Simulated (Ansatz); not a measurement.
SrCl₂ in the CdCl2 structure (no longer in that coordination), relaxed with r2SCAN+rVV10 in the plane-wave code Ansatz. The symmetry is Fm-3m (No. 225, cubic); a = 6.951 Å in the conventional setting, 27.98 Å³ an atom. Around Sr lie 8 Cl at 3.01 Å; around Cl lie 4 Sr at 3.01 Å. The cell started from the CdCl2 type prototype, but the relaxation took it to the higher symmetry Fm-3m (No. 225), so the name no longer describes it.

The axes x, y and z are those of this cell:
```yaml
crystal:
  lattice:
    - [2.45672, 1.41839, 4.01532]
    - [-2.45672, 1.41839, 4.01532]
    - [0.00000, -2.83678, 4.01532]
  atoms:
    - { symbol: Sr, position: [0.00000, 0.00000, 0.00000] }
    - { symbol: Cl, position: [0.24995, 0.24995, 0.24995] }
    - { symbol: Cl, position: [0.75005, 0.75005, 0.75005] }
```

Unstrained: With PBE the valence top lies at F and the conduction bottom at Γ, 5.387 eV higher; the smallest vertical gap, at F, is 5.503 eV. The r2SCAN gap is direct at F: 5.983 eV. A second conduction valley, at Γ, lies only 27 meV higher, so their order isn't settled. The HSE06 gap is indirect, 6.668 eV (F to Γ), below the direct gap of 6.820 eV at F. Meshes: PBE 6×6×6, r2SCAN 6×6×6, HSE06 4×4×4. Strains are changes of length per length. After each strain the atoms were relaxed again with r2SCAN+rVV10 within the symmetry that the strain leaves, so tilts or polar shifts that break it weren't tested; points keep the names that they have in the unstrained zone. Spin-unpolarised throughout. Whether this structure exists isn't addressed.

(1) Apply uniaxial -5.03 % along x, other directions held. How far does the gap move, against the unstrained cell?

## Answers

(1) PBE: the gap goes from 5.387 to 5.405 eV (+0.018 eV); the edges move from F → Γ to F → F [(1/2, 1/2, 0)]. r2SCAN: the gap goes from 5.983 to 5.883 eV (-0.100 eV); the edges move from F to F → F [(1/2, 1/2, 0)]; least and direct gap lie within 0.04 eV, so its kind isn't settled.

The meshes of the hybrids are coarse, so their gaps aren't converged to the digits shown.
